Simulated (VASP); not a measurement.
# GaN in VASP: single point with PBE

Aim: the single point of GaN with PBE.

Program: VASP 6.6.1. These are calculated values, not measurements. Logs are shortened: lines on timing, memory, paths and dates and some standing lists are left out, and cuts for length are marked.

**1. The cell of the first run**

The cell holds a slab with vacuum, 8 atoms: a = 3.219 Å, b = 5.243 Å, c = 17.717 Å, α = 90.00°, β = 90.00°, γ = 90.00°.

**2. Single point, PBE (clean slab, lower half held)**

Contents of INCAR:

```
ALGO = Fast
DIPOL = 0.5 0.5 0.500
EDIFF = 1E-7
ENCUT = 520
GGA = PE
IDIPOL = 3
ISIF = 2
ISMEAR = 0
LASPH = T
LCHARG = T
LDIPOL = T
LELF = T
LREAL = F
LVACPOTAV = T
LVHAR = T
LWAVE = F
NBANDS = 46
NELM = 100
PREC = Accurate
SIGMA = 0.05
```

Contents of KPOINTS:

```
k-points
0
Gamma
  8 5 1
```

Contents of POSCAR:

```
GaN
1.0
    3.2186527183      0.0000000000      0.0000000000
    0.0000000000      5.2434880756      0.0000000000
    0.0000000000      0.0000000000     17.7165800266
Ga N
4 4
Direct
    0.0000000000      0.0008659247      0.3951101166
    0.5000000000      0.5008659247      0.4475550583
    0.5000000000     -0.0081381849      0.5603941205
    0.0000000000      0.4623164221      0.5914763072
    0.0000000000      0.6241340753      0.3951101166
    0.5000000000      0.1241340753      0.4475550583
    0.5000000000      0.6214454689      0.5596011780
    0.0000000000      0.1155219640      0.6034504300
```

Potentials or basis: VASP PAW PBE potentials, release 64 (Ga_d, N).

Run with:

```bash
$ cat potpaw_PBE.64/Ga_d/POTCAR potpaw_PBE.64/N/POTCAR > POTCAR
$ mpirun -np 1 vasp_std > vasp.out
```

OUTCAR:

```text
EDIFF = 1E-7
   ENCUT = 520
   GGA = PE
   ISIF = 2
   ISMEAR = 0
   LASPH = T
   LREAL = F
   NELM = 100
   PREC = Accurate

 ion  position               nearest neighbor table
   1  0.000  0.001  0.395-   6 1.97   6 1.97   5 1.98
   2  0.500  0.501  0.448-   5 1.97   5 1.97   6 1.98   7 2.08
   3  0.500  0.992  0.560-   8 1.90   8 1.90   7 1.94   6 2.12
   4  0.000  0.462  0.591-   8 1.83   7 1.90   7 1.90
   5  0.000  0.624  0.395-   2 1.97   2 1.97   1 1.98
   6  0.500  0.124  0.448-   1 1.97   1 1.97   2 1.98   3 2.12
   7  0.500  0.621  0.560-   4 1.90   4 1.90   3 1.94   2 2.08
   8  0.000  0.116  0.603-   4 1.83   3 1.90   3 1.90

  LATTYP: Found a simple orthorhombic cell.
 ALAT       =     3.2186527183
 B/A-ratio  =     1.6290940758
 C/A-ratio  =     5.5043465627

  Lattice vectors:

 A1 = (   3.2186527183,   0.0000000000,   0.0000000000)
 A2 = (   0.0000000000,   5.2434880756,   0.0000000000)
 A3 = (   0.0000000000,   0.0000000000,  17.7165800266)

Analysis of symmetry for initial positions (statically):
=====================================================================
 Subroutine PRICEL returns:
 Original cell was already a primitive cell.

 Routine SETGRP: Setting up the symmetry group for a
 simple orthorhombic supercell.

 Subroutine GETGRP returns: Found  2 space group operations
 (whereof  2 operations were pure point group operations)
 out of a pool of  8 trial point group operations.

The static configuration has the point symmetry C_1h.

Analysis of symmetry for dynamics (positions and initial velocities):
=====================================================================
 Subroutine PRICEL returns:
 Original cell was already a primitive cell.

 Routine SETGRP: Setting up the symmetry group for a
 simple orthorhombic supercell.

 Subroutine GETGRP returns: Found  2 space group operations
 (whereof  2 operations were pure point group operations)
 out of a pool of  8 trial point group operations.

The dynamic configuration has the point symmetry C_1h.

 Subroutine INISYM returns: Found  2 space group operations
 (whereof  2 operations are pure point group operations),
 and found     1 'primitive' translations

----------------------------------------------------------------------------------------

                                     Primitive cell

  volume of cell :     299.0021

  direct lattice vectors                    reciprocal lattice vectors
     3.218652718  0.000000000  0.000000000     0.310689002  0.000000000  0.000000000
     0.000000000  5.243488076  0.000000000     0.000000000  0.190712744  0.000000000
     0.000000000  0.000000000 17.716580027     0.000000000  0.000000000  0.056444302

  length of vectors
     3.218652718  5.243488076 17.716580027     0.310689002  0.190712744  0.056444302

  position of ions in fractional coordinates (direct lattice)
     0.000000000  0.000865925  0.395110117
     0.500000000  0.500865925  0.447555058
     0.500000000  0.991861815  0.560394120
     0.000000000  0.462316422  0.591476307
     0.000000000  0.624134075  0.395110117
     0.500000000  0.124134075  0.447555058
     0.500000000  0.621445469  0.559601178
     0.000000000  0.115521964  0.603450430

  ion indices of the primitive-cell ions
   primitive index   ion index
                 1           1
                 2           2
                 3           3
                 4           4
                 5           5
                 6           6
                 7           7
                 8           8

----------------------------------------------------------------------------------------

 KPOINTS: k-points

Automatic generation of k-mesh.
 Grid dimensions read from file:
 generate k-points for:    8    5    1

 Generating k-lattice:

  Cartesian coordinates                     Fractional coordinates (reciprocal lattice)
     0.038836125  0.000000000  0.000000000     0.125000000  0.000000000  0.000000000
     0.000000000  0.038142549  0.000000000     0.000000000  0.200000000  0.000000000
     0.000000000  0.000000000  0.056444302     0.000000000  0.000000000  1.000000000

  Length of vectors
     0.038836125  0.038142549  0.056444302

  Shift w.r.t. Gamma in fractional coordinates (k-lattice)
     0.000000000  0.000000000  0.000000000

 Subroutine IBZKPT returns following result:
 ===========================================

 Found     15 irreducible k-points:

 Following reciprocal coordinates:
            Coordinates               Weight
  0.000000  0.000000  0.000000      1.000000
  0.125000  0.000000  0.000000      2.000000
  0.250000  0.000000  0.000000      2.000000
  0.375000  0.000000  0.000000      2.000000
  0.500000  0.000000  0.000000      1.000000
  0.000000  0.200000  0.000000      2.000000
  0.125000  0.200000  0.000000      4.000000
  0.250000  0.200000  0.000000      4.000000
  0.375000  0.200000  0.000000      4.000000
  0.500000  0.200000  0.000000      2.000000
  0.000000  0.400000  0.000000      2.000000
  0.125000  0.400000  0.000000      4.000000
  0.250000  0.400000  0.000000      4.000000
  0.375000  0.400000  0.000000      4.000000
  0.500000  0.400000  0.000000      2.000000
   k-points           NKPTS =     15   k-points in BZ     NKDIM =     15   number of bands    NBANDS=     46
   number of dos      NEDOS =    301   number of ions     NIONS =      8
   total plane-waves  NPLWV = 134400
   dimension x,y,z NGX =    24 NGY =   40 NGZ =  140
   dimension x,y,z NGXF=    48 NGYF=   80 NGZF=  280
   ions per type =               4   4
   NGX,Y,Z   is equivalent  to a cutoff of  12.40, 12.68, 13.14 a.u.
   NGXF,Y,Z  is equivalent  to a cutoff of  24.79, 25.36, 26.27 a.u.
 SYSTEM =  unknown system
   PREC   = accura    normal or accurate (medium, high low for compatibility)
   ISTART =      0    job   : 0-new  1-cont  2-samecut
   ICHARG =      2    charge: 1-file 2-atom 10-const
   ISPIN  =      1    spin polarized calculation?
   LNONCOLLINEAR =      F non collinear calculations
   LSORBIT =      F    spin-orbit coupling
   LASPH  =      T    aspherical Exc in radial PAW
   ENCUT  =  520.0 eV  38.22 Ry    6.18 a.u.   5.98  9.75 32.94*2*pi/ulx,y,z
   NELM   =    100;   NELMIN=  2; NELMDL= -5     # of ELM steps
   EDIFF  = 0.1E-06   stopping-criterion for ELM
   LREAL  =      F    real-space projection
   EDIFFG = 0.1E-05   stopping-criterion for IOM
   NSW    =      0    number of steps for IOM
   IBRION =     -1    ionic relax: 0-MD 1-quasi-New 2-CG
   NFREE  =      0    steps in history (QN), initial steepest desc. (CG)
   ISIF   =      2    stress and relaxation
   ISYM   =      2    0-nonsym 1-usesym 2-fastsym
   POTIM  = 0.5000    time-step for ionic-motion
   TEBEG  =    0.0;   TEEND  =   0.0 temperature during run
   PSTRESS=    0.0 pullay stress
   NELECT =      72.0000    total number of electrons
   NUPDOWN=      -1.0000    fix difference up-down
   EMIN   =  10.00;   EMAX   =-10.00  energy-range for DOS
   EFERMI =   0.00;   METHOD = LEGACY
   ISMEAR =     0;   SIGMA  =   0.05  broadening in eV -4-tet -1-fermi 0-gaus
   EFERMI_NEDOS =   21; number of points for ismear=-14 and -15
   IALGO  =     68    algorithm
   IMIX   =      4    mixing-type and parameters
     AMIX     =   0.40;   BMIX     =  1.00
     AMIX_MAG =   1.60;   BMIX_MAG =  1.00
  volume/ion in A,a.u.               =      37.38       252.22
  Fermi-wavevector in a.u.,A,eV,Ry     =   1.018500  1.924685 14.113889  1.037342
  Thomas-Fermi vector in A             =   2.151961
   LORBIT       =      0    0 simple, 1 ext, 2 COOP (PROOUT), +10 PAW based schemes
   GGA     = PE    functional components
   LHFCALC =     F    Hartree Fock is set to
   AEXX    =    0.0000 exact exchange contribution
   IVDW    =     0    specifies the selected vdW correction
   LEPSILON=     F    determine dielectric tensor
   LRPA    =     F    only Hartree local field effects (RPA)
 non-spin polarized calculation
 RMM-DIIS sequential band-by-band and
 Gauss-broadening in eV      SIGMA  =   0.05
  energy-cutoff  :      520.00
  volume of cell :      299.00
 maximum number of plane-waves:      8082
 NGX is ok and might be reduce to    24
   NGX = 11   NGY = 19   NGZ = 65

 number of electron      71.9999998 magnetization

 dipolmoment           0.000000      0.000000      0.005789 electrons x Angstroem

 Free energy of the ion-electron system (eV)
  ---------------------------------------------------
  ext. energy  EPLUGINS =         0.00000000
  ---------------------------------------------------
  free energy    TOTEN  =       -45.06608944 eV

  energy without entropy =      -45.06608944  energy(sigma->0) =      -45.06608944

 E-fermi :  -1.6175     XC(G=0):  -4.4579

 val. band max:       -1.8452481854   @ k =   0.0000   0.0000   0.0000
 cond. band min:      -1.0751440040   @ k =   0.0000   0.0000   0.0000
 fundamental gap:      0.7701041814
 Fermi energy:        -1.6175458319

 k-point     1 :       0.0000    0.0000    0.0000
  band No.  band energies     occupation
      1     -17.9522      2.00000
      2     -17.2094      2.00000
      3     -17.0878      2.00000
      4     -16.4140      2.00000
      5     -16.0373      2.00000
      6     -15.9622      2.00000
[... 38 lines left out ...]
     45       4.7856      0.00000
     46       4.9878      0.00000

 k-point     2 :       0.1250    0.0000    0.0000
  band No.  band energies     occupation
      1     -17.8752      2.00000
      2     -17.1751      2.00000
      3     -17.0688      2.00000
      4     -16.3953      2.00000
      5     -16.0654      2.00000
      6     -15.9638      2.00000
[... 38 lines left out ...]
     45       5.2204      0.00000
     46       5.4053      0.00000

 k-point     3 :       0.2500    0.0000    0.0000
  band No.  band energies     occupation
      1     -17.6999      2.00000
      2     -17.1059      2.00000
      3     -17.0307      2.00000
      4     -16.3599      2.00000
      5     -16.0888      2.00000
      6     -15.9785      2.00000
[... 38 lines left out ...]
     45       5.5872      0.00000
     46       5.9134      0.00000

 k-point     4 :       0.3750    0.0000    0.0000
  band No.  band energies     occupation
      1     -17.5497      2.00000
      2     -17.0542      2.00000
      3     -17.0019      2.00000
      4     -16.3380      2.00000
      5     -16.0809      2.00000
      6     -16.0111      2.00000
[... 479 lines left out ...]
     45       5.6038      0.00000
     46       5.9011      0.00000

 k-point    14 :       0.3750    0.4000    0.0000
  band No.  band energies     occupation
      1     -17.5010      2.00000
      2     -17.0351      2.00000
      3     -16.9791      2.00000
      4     -16.2902      2.00000
      5     -16.0736      2.00000
      6     -16.0253      2.00000
[... 38 lines left out ...]
     45       5.7865      0.00000
     46       6.3207      0.00000

 k-point    15 :       0.5000    0.4000    0.0000
  band No.  band energies     occupation
      1     -17.4690      2.00000
      2     -17.0166      2.00000
      3     -16.9723      2.00000
      4     -16.2882      2.00000
      5     -16.0614      2.00000
      6     -16.0442      2.00000
[... 38 lines left out ...]
     45       6.1005      0.00000
     46       6.4681      0.00000

------------------------ aborting loop because EDIFF is reached ----------------------------------------

  FORCE on cell =-STRESS in cart. coord.  units (eV):
  Direction    XX          YY          ZZ          XY          YZ          ZX
  --------------------------------------------------------------------------------------
  -------------------------------------------------------------------------------------
  Total        0.7811505     -1.3875773     -2.4397272      0.0000000      1.0745494      0.0000000
  in kB        4.1857283     -7.4352138    -13.0730690      0.0000000      5.7578809      0.0000000
  external PRESSURE =      -5.4408515 kB  Pullay stress =       0.0000000 kB

 VOLUME and BASIS-vectors are now :
 -----------------------------------------------------------------------------
  energy-cutoff  :      520.00
  volume of cell :      299.00
      direct lattice vectors                 reciprocal lattice vectors
     3.218652718  0.000000000  0.000000000     0.310689002  0.000000000  0.000000000
     0.000000000  5.243488076  0.000000000     0.000000000  0.190712744  0.000000000
     0.000000000  0.000000000 17.716580027     0.000000000  0.000000000  0.056444302

 POSITION                                       TOTAL-FORCE (eV/Angst)
 -----------------------------------------------------------------------------------
      0.00000      0.00454      7.00000         0.000000     -1.660286      1.900816
      1.60933      2.62628      7.92915         0.000000      0.874559     -1.685811
      1.60933      5.20082      9.92827         0.000000      0.016349      0.035853
      0.00000      2.42415     10.47894         0.000000     -0.012260      0.007710
      0.00000      3.27264      7.00000         0.000000      0.543908      0.696026
      1.60933      0.65090      7.92915         0.000000      0.230438     -0.937787
      1.60933      3.25854      9.91422         0.000000     -0.018035      0.019457
      0.00000      0.60574     10.69108         0.000000      0.025327     -0.036264
 -----------------------------------------------------------------------------------
    total drift:                                0.000000      0.002232      0.001019

  FREE ENERGIE OF THE ION-ELECTRON SYSTEM (eV)
  ---------------------------------------------------
  free  energy   TOTEN  =       -45.0660894414 eV

  energy  without entropy=      -45.0660894414  energy(sigma->0) =      -45.06608944

 vacuum level on the upper side and lower side of the slab         3.283         3.220
```

Run time: 4.3 min. Hardware: 1 thread of Intel Xeon 6975P-C (Granite Rapids), shared host; peak memory 0.43 GiB.

Results:

* Free energy: -45.0661 eV
* Largest force: 2.524 eV/Å
* Band gap on the k mesh: 0.77 eV, direct
* Ionisation potential of the upper face: 5.13 eV

Forces on the atoms (eV/Å):
```
Ga   0.000 -1.660  1.901
Ga   0.000  0.875 -1.686
Ga   0.000  0.016  0.036
Ga   0.000 -0.012  0.008
N    0.000  0.544  0.696
N    0.000  0.230 -0.938
N    0.000 -0.018  0.019
N    0.000  0.025 -0.036
```
